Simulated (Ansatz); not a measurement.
InN (zinc blende, F-43m) at seven volumes, plane-wave PAW PBE (Ansatz code), scaled uniformly. One row is withheld.

| V (Å³/atom) | P (GPa) |
|---|---|
| 14.640 | 14.28 |
| 15.123 | 8.69 |
| 15.605 | 3.97 |
| 16.088 | 0.00 |
| 16.571 | -3.35 |
| 17.053 | -6.16 |
| 17.536 | ? |

**Question.** Fit the shown pressures and predict the withheld one.

**Answer.** P = (3/2)B₀(x^(7/2) − x^(5/2))[1 + (3/4)(B′ − 4)(x − 1)] with x = (V₀/V)^(2/3). Least squares on the six rows gives V₀ = 16.088 Å³/atom, B₀ = 121 GPa, B′ = 4.69. At V = 17.536, x = 0.9442 and P = -8.52 GPa. The run itself gave -8.53 GPa.

The cell was relaxed with PBE under the symmetry of its start.

Potentials: the later of the program's two PAW sets.
